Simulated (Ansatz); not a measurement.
LaAlO₃ (R-3c-perovskite type, space group R-3c)

```
LaAlO3
1.0
    2.70622     1.56244     4.39751
   -2.70622     1.56244     4.39751
    0.00000    -3.12488     4.39751
La Al O
2 2 6
Direct
  0.25000   0.25000   0.25000
  0.75000   0.75000   0.75000
  0.00000   0.00000   0.00000
  0.50000   0.50000   0.50000
  0.78870   0.71130   0.25000
  0.25000   0.78870   0.71130
  0.71130   0.25000   0.78870
  0.21130   0.28870   0.75000
  0.75000   0.21130   0.28870
  0.28870   0.75000   0.21130
```

The volume is varied about the relaxed value V₀ at fixed cell shape. The atoms relax within the cell's symmetry.

The numbers are results of PBE (plane waves to 420 eV, PAW, scalar-relativistic; Ansatz, an electronic-structure program), not measurements. k mesh 8×8×8 (Γ-centred), Fermi-Dirac smearing 0.05 eV. Energies are smeared free energies. LaAlO3 is run without spin polarisation. LaAlO3 was relaxed with its symmetry unable to fall. The PAW data are Ansatz's earlier set. The zero of ΔE is the relaxed starting cell.

Task: Predict the ΔE (kJ/mol of atoms) at V/V₀ = 0.840, 0.947, 0.973, 1.027, 1.053, 1.160.

Result: 
| V/V₀ | ΔE (kJ/mol of atoms) |
|---|---|
| 0.840 | 21.03 |
| 0.947 | 1.89 |
| 0.973 | 0.45 |
| 1.027 | 0.41 |
| 1.053 | 1.56 |
| 1.160 | 11.85 |

(A scan under strain: stresses follow from slopes of the energy per volume, elastic moduli from its curvatures.)
